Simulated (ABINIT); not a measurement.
# BP (F-43m) in ABINIT: a series of runs

One crystal, BP, is run at these levels: TB-mBJ, r2SCAN; tasks: band structure, equation of state.

All numbers are computed with ABINIT 10.8.3 (patched build); they aren't measurements. Logs are shortened: lines on timing, memory, paths and dates and some standing lists are left out, and cuts for length are marked. The log counts tension as positive stress, the text compression.

**What was measured.**

From “Equation of state of single-crystal cubic boron phosphide”, 2014, arxiv:1407.1677, for a bulk crystal of BP at 300 K: bulk modulus 179 ± 1 GPa.

How close the calculation comes is told below.

## 1. Starting point

It takes space group F-43m (No. 216, cubic). The conventional cell has a = 4.538 Å, b = 4.538 Å, c = 4.538 Å, α = 90.00°, β = 90.00°, γ = 90.00°. Around P (site symmetry -43m) lie 4 B at 1.97 Å. B (site symmetry -43m) is surrounded by 4 P at 1.97 Å.

## 2. Band structure, TB-mBJ

run.abi

```
# Datasets: ground state, then fixed potential
ndtset 2

# Pseudopotentials
pp_dirpath "./"
pseudos "P.LDA_PW-JTH.xml, B.LDA_PW-JTH.xml"

# Structure
acell 3*1.0 Angstrom
rprim
     0.0000000000     2.2690000000     2.2690000000
     2.2690000000     0.0000000000     2.2690000000
     2.2690000000     2.2690000000     0.0000000000
ntypat 2
znucl 15 5
natom 2
typat 1 2
xred
     0.7500000000     0.7500000000     0.7500000000
     0.0000000000     0.0000000000     0.0000000000

# Plane-wave basis
ecut 24.0
pawecutdg 46.0

# Exchange and correlation
ixc -208012
usekden 1
pawxcdev 0

# Bands and occupations
occopt 3
tsmear 0.05 eV

# SCF cycle
nstep 100
diemix 0.3
optforces 0
optstress 0

# Output
iomode 3
prtwf 0
prteig 0
prtebands 0
enunit 1
prtden1 1
prtkden1 1

# Dataset 1
kptopt1 1
ngkpt1 10 10 10
nshiftk1 1
shiftk1 0.0 0.0 0.0
nband1 8
tolvrs1 1.0e-7

# Dataset 2: bands along G-X-W-K-G-L-U-W-L-K
iscf2 -2
getden2 1
getkden2 1
nband2 14
nbdbuf2 4
tolwfr2 1.0e-11
kptopt2 -9
ndivsm2 8
prteig2 1
kptbounds2
     0.0000000000     0.0000000000     0.0000000000
     0.5000000000     0.0000000000     0.5000000000
     0.5000000000     0.2500000000     0.7500000000
     0.3750000000     0.3750000000     0.7500000000
     0.0000000000     0.0000000000     0.0000000000
     0.5000000000     0.5000000000     0.5000000000
     0.6250000000     0.2500000000     0.6250000000
     0.5000000000     0.2500000000     0.7500000000
     0.5000000000     0.5000000000     0.5000000000
     0.3750000000     0.3750000000     0.7500000000
```

Potentials or basis: JTH PAW LDA v2.0.

Started as:

```console
> abinit run.abi > log 2>&1
```

run.abo:

```text
.Version 10.8.3 of ABINIT
 DATASET    1 : space group F-4 3 m (#216); Bravais cF (face-center cubic)
================================================================================
 Values of the parameters that define the memory need for DATASET  1.
     intxc =       0    ionmov =       0      iscf =       7    lmnmax =       8
     lnmax =       4     mgfft =      30  mpssoang =       2    mqgrid =    3001
     natom =       2  nloc_mem =       2    nspden =       1   nspinor =       1
    nsppol =       1      nsym =      24    n1xccc =       1    ntypat =       2
    occopt =       3   xclevel =       2
       mpw =         903          nfft =       27000          nkpt =          47
 PAW method is used; the additional fine FFT grid is defined by:
   mgfftf=        40    nfftf =     64000
================================================================================
================================================================================

 DATASET    2 : space group F-4 3 m (#216); Bravais cF (face-center cubic)
================================================================================
 Values of the parameters that define the memory need for DATASET  2.
     intxc =       0    ionmov =       0      iscf =      -2    lmnmax =       8
     lnmax =       4     mgfft =      30  mpssoang =       2    mqgrid =    3001
     natom =       2  nloc_mem =       2    nspden =       1   nspinor =       1
    nsppol =       1      nsym =      24    n1xccc =       1    ntypat =       2
    occopt =       3   xclevel =       2
       mpw =         907          nfft =       27000          nkpt =         139
 PAW method is used; the additional fine FFT grid is defined by:
   mgfftf=        40    nfftf =     64000
================================================================================
================================================================================

--------------------------------------------------------------------------------
------------- Echo of variables that govern the present computation ------------
--------------------------------------------------------------------------------
 -outvars: echo values of preprocessed input variables --------
            acell      1.8897261259E+00  1.8897261259E+00  1.8897261259E+00 Bohr
              amu      3.09737620E+01  1.08110000E+01
           diemix      3.00000000E-01
             ecut      2.40000000E+01 Hartree
           enunit           1
           getden1          0
           getden2          1
          getkden1          0
          getkden2          1
             iscf1          7
             iscf2         -2
                       outvar_i_n : Printing only first  50 k-points.
              ixc     -208012
           jdtset        1    2
                       outvar_i_n : Printing only first  50 k-points.
           kptopt1          1
           kptopt2         -9
         kptrlatt       10    0    0      0   10    0      0    0   10
          kptrlen1     6.06384876E+01
          kptrlen2     3.00000000E+01
            natom           2
            nband1          8
            nband2         14
           nbdbuf1          0
           nbdbuf2          4
           ndtset           2
           ndivsm1          0
           ndivsm2          8
            ngfft          30      30      30
          ngfftdg          40      40      40
             nkpt1         47
             nkpt2        139
            nstep         100
             nsym          24
           ntypat           2
           occopt           3
        optforces           0
        optstress           0
        pawecutdg      4.60000000E+01 Hartree
         pawxcdev           0
        prtebands           0
           prteig1          0
           prteig2          1
          prtkden           1
            prtwf           0
            rprim      0.0000000000E+00  2.2690000000E+00  2.2690000000E+00
                       2.2690000000E+00  0.0000000000E+00  2.2690000000E+00
[... 45 lines left out ...]
fermie    :   3.34606249E-01
cartesian_stress_tensor: null
pressure_GPa: null
xred      :
- [  7.5000E-01,   7.5000E-01,   7.5000E-01,  P]
- [  0.0000E+00,   0.0000E+00,   0.0000E+00,  B]
cartesian_forces: null
force_length_stats: {min: null, max: null, mean: null, }
...

 Integrated electronic density in atomic spheres:
 ------------------------------------------------
 Atom  Sphere_radius  Integrated_density
    1        1.60765          1.57369133
    2        1.70617          1.83189298

================================================================================

 ----iterations are completed or convergence reached----

 Mean square residual over all n,k,spin=   37.941E-13; max=  99.760E-13
 reduced coordinates (array xred) for    2 atoms
       0.750000000000      0.750000000000      0.750000000000
       0.000000000000      0.000000000000      0.000000000000

 cartesian coordinates (angstrom) at end:
    1      3.40350000000000     3.40350000000000     3.40350000000000
    2      0.00000000000000     0.00000000000000     0.00000000000000
 length scales=  1.889726125908  1.889726125908  1.889726125908 bohr
              =  1.000000000000  1.000000000000  1.000000000000 angstroms
 Eigenvalues (   eV  ) for nkpt= 139  k points:
 kpt#   1, nband= 14, wtk=  1.00000, kpt=  0.0000  0.0000  0.0000 (reduced coord)
  -7.22540    8.13846    8.13846    8.13846   12.30519   12.30519   12.30519   16.48075
  20.46259   20.86216   20.86216   24.83412   24.83412   24.83412
 kpt#   2, nband= 14, wtk=  1.00000, kpt=  0.0217  0.0000  0.0217 (reduced coord)
  -7.21401    8.09348    8.09348    8.09884   12.28174   12.36400   12.36400   16.51318
  20.50334   20.73631   20.87486   24.85670   24.85670   24.94329
 kpt#   3, nband= 14, wtk=  1.00000, kpt=  0.0435  0.0000  0.0435 (reduced coord)
  -7.17985    7.96598    7.96598    7.98215   12.21369   12.53292   12.53292   16.60229
  20.40627   20.62610   20.91294   24.92444   24.92444   25.22635
 kpt#   4, nband= 14, wtk=  1.00000, kpt=  0.0652  0.0000  0.0652 (reduced coord)
  -7.12296    7.77399    7.77399    7.79423   12.10726   12.79388   12.79388   16.72160
  19.97789   20.82346   20.97641   25.03744   25.03744   25.59924
 kpt#   5, nband= 14, wtk=  1.00000, kpt=  0.0870  0.0000  0.0870 (reduced coord)
  -7.04342    7.53793    7.53793    7.54356   11.97058   13.12595   13.12595   16.81863
  19.56106   21.06507   21.09119   25.19548   25.19548   25.99894
 kpt#   6, nband= 14, wtk=  1.00000, kpt=  0.1087  0.0000  0.1087 (reduced coord)
  -6.94134    7.23927    7.27533    7.27533   11.81213   13.51114   13.51114   16.80658
[... 386 lines left out ...]
  -2.93817    0.00990    2.80703    5.23891   11.58681   16.73271   17.08186   17.82220
  20.82890   21.57942   27.30922   28.20705   29.78590   33.11304
 kpt# 136, nband= 14, wtk=  1.00000, kpt=  0.4018  0.4018  0.6964 (reduced coord)
  -2.76247    0.06680    2.48709    5.10167   11.41801   16.34876   17.62680   18.28308
  20.71372   21.45564   27.71347   28.66731   30.14680   32.99774
 kpt# 137, nband= 14, wtk=  1.00000, kpt=  0.3929  0.3929  0.7143 (reduced coord)
  -2.59356    0.07112    2.27373    4.97786   11.26912   15.85050   18.14669   18.86948
  20.59987   21.40264   27.85809   29.34135   30.42222   32.64114
 kpt# 138, nband= 14, wtk=  1.00000, kpt=  0.3839  0.3839  0.7321 (reduced coord)
  -2.44919    0.02096    2.18784    4.86935   11.14151   15.34431   18.60169   19.44401
  20.52161   21.45589   27.87539   29.99672   30.54739   32.38028
 kpt# 139, nband= 14, wtk=  1.00000, kpt=  0.3750  0.3750  0.7500 (reduced coord)
  -2.35696   -0.04860    2.22244    4.77762   11.03593   14.85356   18.94355   19.83884
  20.62392   21.65761   27.81411   30.39305   30.43272   32.56519

== END DATASET(S) ==============================================================
================================================================================

 -outvars: echo values of variables after computation  --------
            acell      1.8897261259E+00  1.8897261259E+00  1.8897261259E+00 Bohr
           etotal1    -6.5975295907E+00
            fcart1     9.9999999999E+99  9.9999999999E+99  9.9999999999E+99
                       9.9999999999E+99  9.9999999999E+99  9.9999999999E+99
            rprim      0.0000000000E+00  2.2690000000E+00  2.2690000000E+00
                       2.2690000000E+00  0.0000000000E+00  2.2690000000E+00
                       2.2690000000E+00  2.2690000000E+00  0.0000000000E+00
           strten1     9.9999999999E+99  9.9999999999E+99  9.9999999999E+99
                       9.9999999999E+99  9.9999999999E+99  9.9999999999E+99
           xangst      3.4035000000E+00  3.4035000000E+00  3.4035000000E+00
                       0.0000000000E+00  0.0000000000E+00  0.0000000000E+00
             xred      7.5000000000E-01  7.5000000000E-01  7.5000000000E-01
                       0.0000000000E+00  0.0000000000E+00  0.0000000000E+00
 Calculation completed.
```

Wall time 7.9 min (1 thread of Intel Xeon at 2.50GHz (Skylake/Cascade Lake), shared host); peak memory 0.13 GiB.

What came out:

| Item | Value |
| --- | --- |
| Band gap on the k mesh | 1.97 eV, indirect (least direct gap 4.17 eV) |
| Band gap along the path | 1.97 eV, indirect (least direct gap 4.17 eV) |
| Valence electrons inside the program's atomic spheres | P 1.57; B 1.83 |

Levels at the corners of the path, in eV from the valence-band top:
| point | band 1 | band 2 | band 3 | band 4 | band 5 | band 6 | band 7 | band 8 |
| --- | --- | --- | --- | --- | --- | --- | --- | --- |
| Γ | -15.36 | 0.00 | 0.00 | 0.00 | 4.17 | 4.17 | 4.17 | 8.34 |
| X | -10.46 | -8.59 | -3.96 | -3.96 | 2.06 | 2.42 | 13.44 | 13.44 |
| W | -10.21 | -8.14 | -5.38 | -5.19 | 6.04 | 7.36 | 8.14 | 8.33 |
| K | -10.50 | -8.19 | -5.92 | -3.36 | 2.90 | 6.72 | 10.81 | 11.70 |
| Γ | -15.36 | 0.00 | 0.00 | 0.00 | 4.17 | 4.17 | 4.17 | 8.34 |
| L | -12.06 | -8.85 | -1.68 | -1.68 | 4.46 | 5.48 | 5.48 | 11.27 |
| U | -10.50 | -8.19 | -5.92 | -3.36 | 2.90 | 6.72 | 10.81 | 11.70 |
| W | -10.21 | -8.14 | -5.38 | -5.19 | 6.04 | 7.36 | 8.14 | 8.33 |
| L | -12.06 | -8.85 | -1.68 | -1.68 | 4.46 | 5.48 | 5.48 | 11.27 |
| K | -10.50 | -8.19 | -5.92 | -3.36 | 2.90 | 6.72 | 10.81 | 11.70 |

Caveat: the constant c of TB-mBJ comes from the pseudo density here, which moves gaps by up to 0.3 eV between sets of potentials; the PAW data sets were made with another functional, which shifts forces and pressure a little.

## 3. Equation of state, r2SCAN

run.abi

```
# Datasets: one volume each
ndtset 7
getwfk -1
scalecart1 3*0.9795861087
scalecart2 3*0.9864848297
scalecart3 3*0.9932883884
scalecart4 3*1.0000000000
scalecart5 3*1.0066227096
scalecart6 3*1.0131594038
scalecart7 3*1.0196128224

# Pseudopotentials
pp_dirpath "./"
pseudos "P.GGA_PBE-JTH.xml, B.GGA_PBE-JTH.xml"

# Structure
acell 3*1.0 Angstrom
rprim
     0.0000000000     2.2690000000     2.2690000000
     2.2690000000     0.0000000000     2.2690000000
     2.2690000000     2.2690000000     0.0000000000
ntypat 2
znucl 15 5
natom 2
typat 1 2
xred
     0.7500000000     0.7500000000     0.7500000000
     0.0000000000     0.0000000000     0.0000000000

# Plane-wave basis
ecut 24.0
pawecutdg 46.0

# k points
kptopt 1
ngkpt 10 10 10
nshiftk 1
shiftk 0.0 0.0 0.0

# Exchange and correlation
ixc -497498
usekden 1
pawxcdev 0

# Bands and occupations
nband 8
occopt 3
tsmear 0.05 eV

# SCF cycle
nstep 100
tolvrs 1.0e-7

# Output
iomode 3
prtwf 1
prtden 0
prteig 0
prtebands 0
enunit 2
```

Potentials or basis: JTH PAW PBE v2.0.

Started as:

```console
> abinit run.abi > log 2>&1
```

Run time: 9 min. Hardware: 1 thread of Intel Xeon at 2.50GHz (Skylake/Cascade Lake), shared host; peak memory 0.14 GiB.

It converged, with:

* Equilibrium volume: 11.66 Å³/atom
* Bulk modulus: 169 GPa
* Pressure derivative of the bulk modulus: 3.7

Energy against volume, from the lowest point:
```tsv
volume (Å³/atom)	energy (meV/atom)
10.981	22.94
11.214	9.54
11.448	2.07
11.682	0.00
11.915	2.83
12.149	10.13
12.383	21.48
```

Caveat: pressures at fixed basis lie under the slope of the energies; the PAW data sets were made with another functional, which shifts forces and pressure a little.

## 4. Band structure, TB-mBJ

run.abi

```
# Datasets: ground state, then fixed potential
ndtset 2

# Pseudopotentials
pp_dirpath "./"
pseudos "P.LDA_PW-JTH.xml, B.LDA_PW-JTH.xml"

# Structure
acell 3*1.0
rprim
     0.0000000000     4.2877885768     4.2877885768
     4.2877885768     0.0000000000     4.2877885768
     4.2877885768     4.2877885768     0.0000000000
ntypat 2
znucl 15 5
natom 2
typat 1 2
xcart
     3.4035000000     3.4035000000     3.4035000000
     0.0000000000     0.0000000000     0.0000000000 Angstrom

# Plane-wave basis
ecut 24.0
pawecutdg 46.0

# Exchange and correlation
ixc -208012
usekden 1
pawxcdev 0

# Bands and occupations
occopt 3
tsmear 0.05 eV

# SCF cycle
nstep 100
diemix 0.3
optforces 0
optstress 0

# Output
iomode 3
prtwf 0
prteig 0
prtebands 0
prtden1 1
prtkden1 1

# Dataset 1
kptopt1 1
ngkpt1 10 10 10
nshiftk1 1
shiftk1 0.0 0.0 0.0
nband1 8
tolvrs1 1.0e-7

# Dataset 2: bands along G-X-W-K-G-L-U-W-L-K
iscf2 -2
getden2 1
getkden2 1
nband2 14
nbdbuf2 4
tolwfr2 1.0e-11
kptopt2 -9
ndivsm2 5
prteig2 1
prtvol2 -3
kptbounds2
     0.0000000000     0.0000000000     0.0000000000
     0.5000000000     0.0000000000     0.5000000000
     0.5000000000     0.2500000000     0.7500000000
     0.3750000000     0.3750000000     0.7500000000
     0.0000000000     0.0000000000     0.0000000000
     0.5000000000     0.5000000000     0.5000000000
     0.6250000000     0.2500000000     0.6250000000
     0.5000000000     0.2500000000     0.7500000000
     0.5000000000     0.5000000000     0.5000000000
     0.3750000000     0.3750000000     0.7500000000
```

Potentials or basis: JTH PAW LDA v2.0.

Started as:

```console
> abinit run.abi > log 2>&1
```

It took 3.1 min on 1 thread of Arm Neoverse V1, shared host; peak memory 0.12 GiB.

Results (log left out):

| Quantity | Value |
| --- | --- |
| Band gap on the k mesh | 1.97 eV, indirect (least direct gap 4.17 eV) |
| Band gap along the path | 1.97 eV, indirect (least direct gap 4.17 eV) |
| Valence electrons inside the program's atomic spheres | P 1.57; B 1.83 |

Levels at the corners of the path, in eV from the valence-band top:
| point | band 1 | band 2 | band 3 | band 4 | band 5 | band 6 | band 7 | band 8 | band 9 |
| --- | --- | --- | --- | --- | --- | --- | --- | --- | --- |
| Γ | -15.36 | 0.00 | 0.00 | 0.00 | 4.17 | 4.17 | 4.17 | 8.34 | 12.32 |
| X | -10.46 | -8.59 | -3.96 | -3.96 | 2.06 | 2.42 | 13.44 | 13.44 | 16.50 |
| W | -10.21 | -8.14 | -5.38 | -5.19 | 6.04 | 7.36 | 8.14 | 8.33 | 13.98 |
| K | -10.50 | -8.19 | -5.92 | -3.36 | 2.90 | 6.72 | 10.81 | 11.70 | 12.49 |
| Γ | -15.36 | 0.00 | 0.00 | 0.00 | 4.17 | 4.17 | 4.17 | 8.34 | 12.32 |
| L | -12.06 | -8.85 | -1.68 | -1.68 | 4.46 | 5.48 | 5.48 | 11.27 | 15.59 |
| U | -10.50 | -8.19 | -5.92 | -3.36 | 2.90 | 6.72 | 10.81 | 11.70 | 12.49 |
| W | -10.21 | -8.14 | -5.38 | -5.19 | 6.04 | 7.36 | 8.14 | 8.33 | 13.98 |
| L | -12.06 | -8.85 | -1.68 | -1.68 | 4.46 | 5.48 | 5.48 | 11.27 | 15.59 |
| K | -10.50 | -8.19 | -5.92 | -3.36 | 2.90 | 6.72 | 10.81 | 11.70 | 12.49 |

Caveat: the constant c of TB-mBJ comes from the pseudo density here, which moves gaps by up to 0.3 eV between sets of potentials; the PAW data sets were made with another functional, which shifts forces and pressure a little.

## 5. Equation of state, r2SCAN

run.abi

```
# Datasets: one volume each
ndtset 7
getwfk -1
scalecart1 3*0.9795861087
scalecart2 3*0.9864848297
scalecart3 3*0.9932883884
scalecart4 3*1.0000000000
scalecart5 3*1.0066227096
scalecart6 3*1.0131594038
scalecart7 3*1.0196128224

# Pseudopotentials
pp_dirpath "./"
pseudos "P.GGA_PBE-JTH.xml, B.GGA_PBE-JTH.xml"

# Structure
acell 3*1.0
rprim
     0.0000000000     4.2877885768     4.2877885768
     4.2877885768     0.0000000000     4.2877885768
     4.2877885768     4.2877885768     0.0000000000
ntypat 2
znucl 15 5
natom 2
typat 1 2
xred
     0.7500000000     0.7500000000     0.7500000000
     0.0000000000     0.0000000000     0.0000000000

# Plane-wave basis
ecut 24.0
pawecutdg 46.0

# k points
kptopt 1
ngkpt 10 10 10
nshiftk 1
shiftk 0.0 0.0 0.0

# Exchange and correlation
ixc -497498
usekden 1
pawxcdev 0

# Bands and occupations
nband 8
occopt 3
tsmear 0.05 eV

# SCF cycle
nstep 100
tolvrs 1.0e-7

# Output
iomode 3
prtwf 1
prtden 0
prteig 0
prtebands 0
```

Potentials or basis: JTH PAW PBE v2.0.

Started as:

```console
> abinit run.abi > log 2>&1
```

Run time: 3.8 min. Hardware: 1 thread of Arm Neoverse V1, shared host; peak memory 0.15 GiB.

It converged, with:

```
Equilibrium volume                      : 11.66 Å³/atom
Bulk modulus                            : 169 GPa
Pressure derivative of the bulk modulus : 3.7
```

Energy against volume, from the lowest point:
```csv
volume (Å³/atom),energy (meV/atom)
10.981,22.94
11.214,9.54
11.448,2.07
11.682,0.00
11.915,2.83
12.149,10.13
12.383,21.48
```

Caveat: pressures at fixed basis lie under the slope of the energies; the PAW data sets were made with another functional, which shifts forces and pressure a little.

## 6. Against experiment

Step 3. A measured bulk modulus of BP is 179 GPa (300 K; “Equation of state of single-crystal cubic boron phosphide”, 2014, arxiv:1407.1677); the calculated 169 GPa misses it by -5.5 %. 3 values of this kind are on record (173 to 179 GPa); this one was drawn at random among those near their median, those with a stated uncertainty first. The fit is for a static lattice scaled at fixed shape and fixed fractional positions.

Step 5. Against the measured bulk modulus of BP, 179 GPa (300 K; “Equation of state of single-crystal cubic boron phosphide”, 2014, arxiv:1407.1677), the calculated 169 GPa is off by -5.5 %. 3 values of this kind are on record (173 to 179 GPa); this one was drawn at random among those near their median, those with a stated uncertainty first. The fit is for a static lattice scaled at fixed shape and fixed fractional positions.
